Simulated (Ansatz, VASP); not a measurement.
Al in VASP and in Ansatz

File INCAR:

```
SYSTEM = Al
ALGO = Normal ; EDIFF = 1E-8
ENCUT = 520 ; GGA = PS
ISIF = 2 ; ISMEAR = -1
LASPH = .True. ; LCHARG = .False.
LEFG = .True. ; LREAL = .False.
LWAVE = .False. ; NBANDS = 8
NELM = 100 ; PREC = Accurate
SIGMA = 0.05
```

KPOINTS

```
k-points
0
Gamma
  14 14 14
  0 0 0
```

File POSCAR:

```
Al
1.0
    0.0000000000      2.0636759603      2.0636759603
    2.0636759603      0.0000000000      2.0636759603
    2.0636759603      2.0636759603      0.0000000000
Al
1
Direct
    0.0000000000      0.0000000000      0.0000000000
```

Input for Ansatz:

```yaml
crystal:
  lattice:
    - [0.0, 2.0636759603, 2.0636759603]
    - [2.0636759603, 0.0, 2.0636759603]
    - [2.0636759603, 2.0636759603, 0.0]
  atoms:
    - { symbol: Al, position: [0.0, 0.0, 0.0] }
kpoints:
  mp_grid: { grid: [14, 14, 14] }
scf:
  occupations: { method: fermi_dirac, width: 0.05 }
hamiltonian:
  xc: pbesol
  pseudopotentials: { kind: all_electron, datasets: crystal }
output:
  forces: true
  stress: true
  eigenvalues: true
  efg: { contact_densities: true }
```

Change from the starting cell: volume scaled by 1.06, crystal datasets.

Alike in both runs: task electric field gradients; functional PBEsol; k mesh 14 × 14 × 14; occupations fermi-dirac, width 0.05 eV; no spin polarisation.

|  | VASP | Ansatz |
| --- | --- | --- |
| version | VASP 6.6.1 | Ansatz 0.2.0 |
| potentials or method | VASP PAW PBE potentials, release 64 (Al) | all-electron PAW with datasets made for the crystal, scalar-relativistic |
| plane-wave cutoff (eV) | 520 | see its input |

```tsv
	VASP	Ansatz	Ansatz less VASP
pressure (GPa)	-5.7	-5.7	-0.02
Vzz of the field gradient on the site that differs most (V/Å²)	0.0	0.0	0.00
```

Ansatz ran all-electron here, so the differences hold the error of VASP's frozen core and of both bases.

Caveats: the PAW data sets were made with another functional, which shifts forces and pressure a little (VASP).
